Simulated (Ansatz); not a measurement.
Relaxation of a periodic cell of 13 atoms, Re12H (host Re, host structure hcp, interstitial H), to a largest force component of 0.08 eV/Å in at most 25 steps.

The calculation used DFT PBEsol, scalar-relativistic, plane waves, PAW (Ansatz). Settings: cutoff 420 eV, k mesh 2x2x2, fermi-dirac smearing 0.05 eV, no spin polarisation.

```xyz
13
Lattice="5.5200 0.0000 0.0000 -4.1400 7.1707 0.0000 0.0000 0.0000 4.4574" Properties=species:S:1:pos:R:3:forces:R:3
Re 0.000 0.000 0.000 -0.06 -0.13 -0.10
Re 0.000 1.593 2.229 0.06 -0.43 0.43
Re -1.380 2.390 0.000 -0.63 -0.64 -0.39
Re -1.380 3.984 2.229 -0.67 0.53 0.44
Re -2.760 4.780 0.000 -0.09 -0.23 -0.02
Re -2.760 6.374 2.229 -0.01 0.25 0.11
Re 2.760 0.000 0.000 0.00 -0.25 -0.12
Re 2.760 1.593 2.229 0.02 0.23 0.03
Re 1.380 2.390 0.000 0.49 -0.44 -0.29
Re 1.380 3.984 2.229 0.66 0.61 0.35
Re 0.000 4.780 0.000 0.00 0.45 -0.48
Re 0.000 6.374 2.229 0.07 0.13 0.11
H -0.045 3.208 1.141 0.16 -0.09 -0.08
```

Q: Where does it end, and by what steps?

A: The forces met the threshold. The threshold is loose, so the end isn't yet a minimum. Limits of this set-up: coarse k mesh, odd electron count without spin. After 7 steps the energy has fallen by 0.612 eV; Re4 moved furthest, 0.10 Å.

```tsv
step	energy less start (eV)	largest force component (eV/Å)	accepted
0	0.0000	0.674	yes
1	-0.0996	0.547	yes
2	-0.1725	0.425	yes
3	-0.3767	0.986	yes
4	-0.4171	1.668	yes
5	-0.6003	0.269	yes
6	-0.5660	0.445	no
7	-0.6115	0.078	yes
```

```xyz
13
Lattice="5.5200 0.0000 0.0000 -4.1400 7.1707 0.0000 0.0000 0.0000 4.4574" Properties=species:S:1:pos:R:3
Re -0.011 -0.029 -0.075
Re 0.004 1.596 2.318
Re -1.413 2.359 -0.082
Re -1.401 4.022 2.322
Re -2.769 4.765 -0.066
Re -2.757 6.412 2.322
Re 2.750 -0.035 -0.090
Re 2.763 1.613 2.299
Re 1.394 2.356 -0.089
Re 1.406 4.018 2.315
Re -0.011 4.781 -0.085
Re 0.004 6.407 2.308
H -0.005 3.189 1.117
```

Whether the end is a true minimum wasn't checked by a vibrational analysis.

Run time: 21 s on 2 threads of Arm Neoverse V2 (shared host), peak memory 0.55 GiB.
